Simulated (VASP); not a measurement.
# Relaxed cell of BaTiO3: a test of cutoff and mesh, part 2 of 3

How far does the relaxed cell of BaTiO3 depend on cutoff and k mesh? The starting structure is a measured crystal structure from the Crystallography Open Database. The first relaxation on each setting starts from this cell expanded by 3 % in volume.

VASP 6.6.1.

Results so far: reference 12.81 Å³ an atom.

## (3) Relaxation with a cutoff of 400 eV

Level of this step: PBEsol, spin-polarised from an antiferromagnetic start; plane waves and PAW (Ba_sv, Ti_sv, O) (VASP).

Against step 2 the input has ENCUT = 400. This run starts from the cell of an earlier relaxation, which isn't shown; the restart sets up the plane waves anew.

INCAR reads:

```
SYSTEM = BaTiO3
PREC = Accurate
ENCUT = 400
EDIFF = 1E-06
NELM = 100
ISMEAR = 0
SIGMA = 0.03
LREAL = .FALSE.
ALGO = Normal
GGA = PS
NBANDS = 55
ISPIN = 2
MAGMOM = 0 0 1 -1 0 0 0 0 0 0
LASPH = .TRUE.
LMAXMIX = 4
LORBIT = 11
LWAVE = .FALSE.
LCHARG = .FALSE.
KPAR = 16
IBRION = 2
NSW = 50
ISIF = 3
EDIFFG = -0.006
```

POSCAR reads:

```
BaTiO3
1.0
    3.9508593077      0.0000000000      0.0000000000
    0.0000000000      3.9508593077      0.0000000000
    0.0000000000      0.0000000000      8.0042519171
Ba Ti O
2 2 6
Direct
    0.0000000000      0.0000000000      0.0012018390
    0.0000000000      0.0000000000      0.5012018390
    0.5000000000      0.5000000000      0.2580119382
    0.5000000000      0.5000000000      0.7580119382
    0.0000000000      0.5000000000      0.2443231107
    0.0000000000      0.5000000000      0.7443231107
    0.5000000000      0.0000000000      0.2443231107
    0.5000000000      0.0000000000      0.7443231107
    0.5000000000      0.5000000000      0.4906400015
    0.5000000000      0.5000000000      0.9906400015
```

KPOINTS reads:

```
Automatic mesh
0
Gamma
6 6 4
0 0 0
```

PAW data sets: Ba_sv, Ti_sv and O (PBE family, release 64).

Command:

```
$ mpirun -np 16 vasp_std
```

The log of the run:

```text
[banner, memory and clock lines left out]
running   16 mpi-ranks, on    1 nodes
[...]
[... a notice as in an earlier step ...]

 [... a notice as in an earlier step ...]

 LDA part: xc-table for (Slater+PW92), standard interpolation
 POSCAR, INCAR and KPOINTS ok, starting setup
[...]
entering main loop
       N       E                     dE             d eps       ncg     rms          rms(c)
DAV:   1     0.853710835152E+03    0.85371E+03   -0.33765E+04  6600   0.132E+03
DAV:   2     0.158226403654E+02   -0.83789E+03   -0.77358E+03  7302   0.409E+02
DAV:   3    -0.956522691410E+02   -0.11147E+03   -0.10979E+03  8555   0.153E+02
DAV:   4    -0.103316625583E+03   -0.76644E+01   -0.76426E+01 10016   0.357E+01
[...]
DAV:  14    -0.840485138349E+02   -0.98667E-05   -0.65203E-05  9898   0.613E-02    0.269E-02
DAV:  15    -0.840485280153E+02   -0.14180E-04   -0.21247E-05  7679   0.243E-02    0.124E-02
DAV:  16    -0.840485281556E+02   -0.14024E-06   -0.32840E-06  7930   0.779E-03
   1 F= -.84048528E+02 E0= -.84048528E+02  d E =-.840485E+02  mag=     0.0000
[... from here on, the cycles between the ionic steps are left out ...]
   2 F= -.84043119E+02 E0= -.84043119E+02  d E =0.540917E-02  mag=     0.0000
   3 F= -.84052676E+02 E0= -.84052676E+02  d E =-.414735E-02  mag=     0.0000
   4 F= -.84052674E+02 E0= -.84052674E+02  d E =-.414584E-02  mag=     0.0000
   5 F= -.84052902E+02 E0= -.84052902E+02  d E =-.228321E-03  mag=    -0.0000
   6 F= -.84052941E+02 E0= -.84052941E+02  d E =-.266654E-03  mag=     0.0000
   7 F= -.84053085E+02 E0= -.84053085E+02  d E =-.144466E-03  mag=     0.0000
   8 F= -.84053134E+02 E0= -.84053134E+02  d E =-.192990E-03  mag=    -0.0000
   9 F= -.84053202E+02 E0= -.84053202E+02  d E =-.683474E-04  mag=    -0.0000
  10 F= -.84053199E+02 E0= -.84053199E+02  d E =-.656157E-04  mag=    -0.0000
  11 F= -.84053204E+02 E0= -.84053204E+02  d E =-.700779E-04  mag=     0.0000
  12 F= -.84053205E+02 E0= -.84053205E+02  d E =-.710892E-04  mag=    -0.0000
  13 F= -.84053218E+02 E0= -.84053218E+02  d E =-.130805E-04  mag=     0.0000
 trial-energy change:   -0.000013  1 .order   -0.000013   -0.000017   -0.000009
 step:   1.0747(harm=  1.0747)  dis= 0.00040  next Energy=   -84.053224 (dE=-0.193E-04)
 reached required accuracy - stopping structural energy minimisation
```

Elapsed: 2.4 min, on 16 MPI ranks of Intel Xeon 6975P-C (Granite Rapids), shared host; peak memory 7.1 GiB.

OUTCAR, selected parts (step 3):

```text
  Total       -0.0191910     -0.0191910      0.0144557      0.0000000      0.0000000      0.0000000
  in kB       -0.2480567     -0.2480567      0.1868493      0.0000000      0.0000000      0.0000000
  external PRESSURE =      -0.1030880 kB  Pullay stress =       0.0000000 kB

 POSITION                                       TOTAL-FORCE (eV/Angst)
 -----------------------------------------------------------------------------------
      3.94261     -0.00000      0.00652        -0.000000      0.000000     -0.004836
      3.94261     -0.00000      3.99364        -0.000000      0.000000     -0.004836
      1.97131      1.97131      2.05088         0.000000      0.000000     -0.002702
      1.97131      1.97131      6.03799         0.000000      0.000000     -0.002702
      3.94261      1.97131      1.94995        -0.000000     -0.000000      0.005435
      3.94261      1.97131      5.93706        -0.000000     -0.000000      0.005435
      1.97131     -0.00000      1.94995        -0.000000     -0.000000      0.005435
      1.97131     -0.00000      5.93706        -0.000000     -0.000000      0.005435
      1.97131      1.97131      3.91880        -0.000000      0.000000     -0.003332
      1.97131      1.97131      7.90592        -0.000000      0.000000     -0.003332
 -----------------------------------------------------------------------------------
    total drift:                                0.000000      0.000000      0.000626

  FREE ENERGIE OF THE ION-ELECTRON SYSTEM (eV)
  ---------------------------------------------------
  free  energy   TOTEN  =       -84.0532178057 eV

  energy  without entropy=      -84.0532178057  energy(sigma->0) =      -84.05321781

 magnetization (x)
# of ion       s       p       d       tot
------------------------------------------
    1       -0.000   0.000   0.000   0.000
    2        0.000  -0.000  -0.000  -0.000
    3        0.000  -0.000   0.000   0.000
    4       -0.000   0.000  -0.000  -0.000
    5        0.000  -0.000   0.000  -0.000
    6       -0.000   0.000   0.000   0.000
    7        0.000  -0.000   0.000  -0.000
    8       -0.000   0.000   0.000   0.000
    9        0.000   0.000   0.000   0.000
   10       -0.000  -0.000   0.000  -0.000
--------------------------------------------------
tot          0.000   0.000   0.000   0.000

[... 2 parts as in an earlier step ...]

[... 2 further parts left out ...]
[key lines of the parts left out:]
E-fermi :   4.2503
```

Logs of long relaxations may skip ionic steps without a mark.

With a cutoff of 400 eV the cell ends at 12.395 Å³ an atom, -3.23 % from the reference, a by -0.6 % and c by -2.0 %.

## (4) Relaxation with a 3×3×2 mesh

Against step 2 the input has a 3×3×2 mesh (also changed: KPAR and NCORE). This run starts from the cell of an earlier relaxation, which isn't shown; the restart sets up the plane waves anew.

INCAR: that of step 3 with these lines changed.

```diff
@@ -2,3 +2,3 @@
 PREC = Accurate
-ENCUT = 400
+ENCUT = 520
 EDIFF = 1E-06
@@ -18,3 +18,4 @@
 LCHARG = .FALSE.
-KPAR = 16
+KPAR = 2
+NCORE = 8
 IBRION = 2
```

POSCAR reads:

```
BaTiO3
1.0
    3.9549964619      0.0000000000      0.0000000000
    0.0000000000      3.9549964619      0.0000000000
    0.0000000000      0.0000000000      8.2563159711
Ba Ti O
2 2 6
Direct
    0.0000000000      0.0000000000      0.0056526443
    0.0000000000      0.0000000000      0.5056526443
    0.5000000000      0.5000000000      0.2651590448
    0.5000000000      0.5000000000      0.7651590448
    0.0000000000      0.5000000000      0.2414779650
    0.0000000000      0.5000000000      0.7414779650
    0.5000000000      0.0000000000      0.2414779650
    0.5000000000      0.0000000000      0.7414779650
    0.5000000000      0.5000000000      0.4847323809
    0.5000000000      0.5000000000      0.9847323809
```

KPOINTS reads:

```
Automatic mesh
0
Gamma
3 3 2
0 0 0
```

Command:

```
$ mpirun -np 16 vasp_std
```

The log of the run:

```text
[banner, memory and clock lines left out]
running   16 mpi-ranks, on    1 nodes
[...]
[... a notice as in an earlier step ...]

 LDA part: xc-table for (Slater+PW92), standard interpolation
 POSCAR, INCAR and KPOINTS ok, starting setup
[...]
entering main loop
       N       E                     dE             d eps       ncg     rms          rms(c)
DAV:   1     0.973270341292E+03    0.97327E+03   -0.39281E+04  1320   0.158E+03
DAV:   2     0.431424695979E+02   -0.93013E+03   -0.85640E+03  1381   0.457E+02
DAV:   3    -0.942696487440E+02   -0.13741E+03   -0.13470E+03  1694   0.171E+02
DAV:   4    -0.103174321648E+03   -0.89047E+01   -0.88770E+01  2024   0.398E+01
[...]
DAV:  14    -0.839565747801E+02   -0.31036E-04   -0.83849E-05  2057   0.716E-02    0.271E-02
DAV:  15    -0.839565771465E+02   -0.23664E-05   -0.22138E-05  1860   0.263E-02    0.104E-02
DAV:  16    -0.839565770424E+02    0.10416E-06   -0.95985E-07  1089   0.626E-03
   1 F= -.83956577E+02 E0= -.83956577E+02  d E =-.839566E+02  mag=    -0.0000
[...]
reached required accuracy - stopping structural energy minimisation
```

Wall time 8 s (16 MPI ranks); peak memory 2.1 GiB.

Parts of OUTCAR (step 4):

```text
  Total       -0.0147136     -0.0147136      0.0331054      0.0000000      0.0000000      0.0000000
  in kB       -0.1825375     -0.1825375      0.4107055      0.0000000      0.0000000      0.0000000
  external PRESSURE =       0.0152102 kB  Pullay stress =       0.0000000 kB

 POSITION                                       TOTAL-FORCE (eV/Angst)
 -----------------------------------------------------------------------------------
      0.00000      0.00000      0.04667         0.000000     -0.000000     -0.000509
      0.00000      0.00000      4.17483         0.000000     -0.000000     -0.000509
      1.97750      1.97750      2.18924         0.000000      0.000000     -0.003250
      1.97750      1.97750      6.31739         0.000000      0.000000     -0.003250
      0.00000      1.97750      1.99372         0.000000     -0.000000      0.000245
      0.00000      1.97750      6.12188        -0.000000     -0.000000      0.000245
      1.97750      0.00000      1.99372         0.000000      0.000000      0.000245
      1.97750      0.00000      6.12188         0.000000      0.000000      0.000245
      1.97750      1.97750      4.00210         0.000000     -0.000000      0.003270
      1.97750      1.97750      8.13026         0.000000     -0.000000      0.003270
 -----------------------------------------------------------------------------------
    total drift:                                0.000000      0.000000      0.000191

  FREE ENERGIE OF THE ION-ELECTRON SYSTEM (eV)
  ---------------------------------------------------
  free  energy   TOTEN  =       -83.9565770424 eV

  energy  without entropy=      -83.9565770424  energy(sigma->0) =      -83.95657704

 magnetization (x)
# of ion       s       p       d       tot
------------------------------------------
    1       -0.000  -0.000   0.000  -0.000
    2        0.000   0.000  -0.000   0.000
    3       -0.000  -0.000  -0.000  -0.000
    4        0.000   0.000   0.000   0.000
    5        0.000   0.000   0.000   0.000
    6       -0.000  -0.000   0.000  -0.000
    7        0.000   0.000   0.000   0.000
    8       -0.000  -0.000   0.000  -0.000
    9        0.000   0.000   0.000   0.000
   10       -0.000  -0.000   0.000  -0.000
--------------------------------------------------
tot          0.000   0.000   0.000   0.000

[... 1 part as in an earlier step ...]

[... 3 further parts left out ...]
[key lines of the parts left out:]
E-fermi :   3.5877
```

With a 3×3×2 mesh the cell ends at 12.915 Å³ an atom, +0.82 % from the reference, a by -0.3 % and c by +1.4 %.

## (5) Relaxation with a cutoff of 680 eV

Against step 2 the input has ENCUT = 680. This run starts from the cell of an earlier relaxation, which isn't shown; the restart sets up the plane waves anew.

INCAR: that of step 4 with these lines changed.

```diff
@@ -2,3 +2,3 @@
 PREC = Accurate
-ENCUT = 520
+ENCUT = 680
 EDIFF = 1E-06
@@ -18,4 +18,3 @@
 LCHARG = .FALSE.
-KPAR = 2
-NCORE = 8
+KPAR = 16
 IBRION = 2
```

POSCAR reads:

```
BaTiO3
1.0
    3.9665722832      0.0000000000      0.0000000000
    0.0000000000      3.9665722832      0.0000000000
    0.0000000000      0.0000000000      8.1303417256
Ba Ti O
2 2 6
Direct
    0.0000000000      0.0000000000      0.0027303935
    0.0000000000      0.0000000000      0.5027303935
    0.5000000000      0.5000000000      0.2610276656
    0.5000000000      0.5000000000      0.7610276656
    0.0000000000      0.5000000000      0.2436534462
    0.0000000000      0.5000000000      0.7436534462
    0.5000000000      0.0000000000      0.2436534462
    0.5000000000      0.0000000000      0.7436534462
    0.5000000000      0.5000000000      0.4874350484
    0.5000000000      0.5000000000      0.9874350484
```

KPOINTS reads:

```
Automatic mesh
0
Gamma
6 6 4
0 0 0
```

Command:

```
$ mpirun -np 16 vasp_std
```

The log of the run:

```text
[... set-up lines as in an earlier step ...]
 entering main loop
       N       E                     dE             d eps       ncg     rms          rms(c)
DAV:   1     0.110020086077E+04    0.11002E+04   -0.45783E+04  6600   0.192E+03
DAV:   2     0.721818461524E+02   -0.10280E+04   -0.95129E+03  6813   0.518E+02
DAV:   3    -0.921954177661E+02   -0.16438E+03   -0.15940E+03  8489   0.191E+02
DAV:   4    -0.103264801393E+03   -0.11069E+02   -0.11030E+02 10153   0.458E+01
[...]
DAV:  14    -0.840290201036E+02   -0.24782E-04   -0.75512E-05  9984   0.689E-02    0.267E-02
DAV:  15    -0.840290261542E+02   -0.60506E-05   -0.26018E-05  8173   0.255E-02    0.119E-02
DAV:  16    -0.840290258679E+02    0.28636E-06   -0.18664E-06  6334   0.826E-03
   1 F= -.84029026E+02 E0= -.84029026E+02  d E =-.840290E+02  mag=     0.0000
[...]
reached required accuracy - stopping structural energy minimisation
```

Run time: 62 s. Hardware: 16 MPI ranks; peak memory 12 GiB; 16 min of CPU time.

Parts of OUTCAR (step 5):

```text
  Total        0.0249567      0.0249567      0.0210598      0.0000000      0.0000000      0.0000000
  in kB        0.3125784      0.3125784      0.2637695      0.0000000      0.0000000      0.0000000
  external PRESSURE =       0.2963087 kB  Pullay stress =       0.0000000 kB

 POSITION                                       TOTAL-FORCE (eV/Angst)
 -----------------------------------------------------------------------------------
      0.00000      0.00000      0.02220         0.000000     -0.000000      0.000896
      0.00000      0.00000      4.08737         0.000000     -0.000000      0.000896
      1.98329      1.98329      2.12224         0.000000      0.000000      0.001908
      1.98329      1.98329      6.18741        -0.000000      0.000000      0.001908
      0.00000      1.98329      1.98099        -0.000000     -0.000000     -0.002772
      0.00000      1.98329      6.04616        -0.000000     -0.000000     -0.002772
      1.98329      0.00000      1.98099         0.000000     -0.000000     -0.002772
      1.98329      0.00000      6.04616         0.000000     -0.000000     -0.002772
      1.98329      1.98329      3.96301         0.000000     -0.000000      0.002739
      1.98329      1.98329      8.02818         0.000000     -0.000000      0.002739
 -----------------------------------------------------------------------------------
    total drift:                                0.000000      0.000000     -0.001658

  FREE ENERGIE OF THE ION-ELECTRON SYSTEM (eV)
  ---------------------------------------------------
  free  energy   TOTEN  =       -84.0290258679 eV

  energy  without entropy=      -84.0290258679  energy(sigma->0) =      -84.02902587

[... 3 parts as in an earlier step ...]

[... 2 further parts left out ...]
[key lines of the parts left out:]
E-fermi :   4.0926
```

With a cutoff of 680 eV the cell ends at 12.792 Å³ an atom, -0.13 % from the reference.

[end of part 2 of 3]

[Lines on the potential files, build, host, timing and source positions are cut from VASP's logs without a mark.]

[Logs are printed without paths, hosts, clocks, repeated set-up lines and the standing remarks that a program may print on its own settings, such as how far it seeks lower states.]

[Hosts, paths, dates, database ids (printed as entryN), source tags and the programs' standing remarks are cut or masked in the printed files.]
